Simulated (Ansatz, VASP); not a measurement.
This is a calculation of CuAu for VASP 6.6.1. 

INCAR

```
PREC     = Accurate       # precision mode
ENCUT    = 550            # plane-wave cutoff, eV
EDIFF    = 1E-6           # SCF threshold, eV
ISMEAR   = 0              # smearing method
SIGMA    = 0.02           # smearing width, eV
LREAL    = F              # projectors in reciprocal space
LASPH    = T              # aspherical terms in the spheres
NELM     = 80             # most SCF steps
ALGO     = Normal         # electronic algorithm
ISIF     = 2              # what is computed and relaxed
LWAVE    = F              # write WAVECAR
LCHARG   = F              # write CHGCAR
GGA      = PE             # functional
```

Contents of KPOINTS:

```
Automatic mesh
0
Gamma
  9 9 7
```

The input POSCAR:

```
CuAu
1.0
    2.8107494552      0.0000000000      0.0000000000
    0.0000000000      2.8107494552      0.0000000000
    0.0000000000      0.0000000000      3.6850000000
Au Cu
1 1
Cartesian
    0.0000000000      0.0000000000      0.0000000000
    1.4053747276      1.4053747276      1.8425000000
```

Potentials or basis: VASP PAW PBE potentials, release 64 (Au_GW, Cu_GW).

The run is started by

```bash
$ cat potpaw_PBE.64/Au_GW/POTCAR potpaw_PBE.64/Cu_GW/POTCAR > POTCAR
$ mpirun -np 1 vasp_std > vasp.out
```

Question: Translate it to Ansatz 0.2.0. Potentials or basis there: all-electron LAPW, scalar-relativistic.

Answer: As run (cutoffs and basis follow the program's own potentials, and thresholds, step limits or extra output files can differ):

Contents of input.yaml:

```yaml
crystal:
  lattice:
    - [2.8107494552, 0.0, 0.0]
    - [0.0, 2.8107494552, 0.0]
    - [0.0, 0.0, 3.685]
  atoms:
    - { symbol: Au, position: [0.0, 0.0, 0.0] }
    - { symbol: Cu, position: [0.5, 0.5, 0.5] }
kpoints:
  mp_grid: { grid: [9, 9, 7] }
scf:
  occupations: { method: gaussian, width: 0.02 }
hamiltonian:
  xc: pbe
  pseudopotentials: { kind: all_electron, lapw: { basis_error: 0.001 } }
output:
  forces: true
  stress: true
  eigenvalues: true
```

Potentials or basis: all-electron LAPW, scalar-relativistic.

Run with:

```bash
$ ansatz run input.yaml --threads 1 --pin off --max-ram 3072MiB --backend cpu --events-out ev --progress --plain --runs-dir out
```

Both were run:

|  | VASP | Ansatz |
| --- | --- | --- |
| Pressure | 3.6 GPa | 4.5 GPa |

Where Ansatz's input types no cutoff or centring, it takes its own default and a Γ-centred mesh.

Pressure is positive in compression.
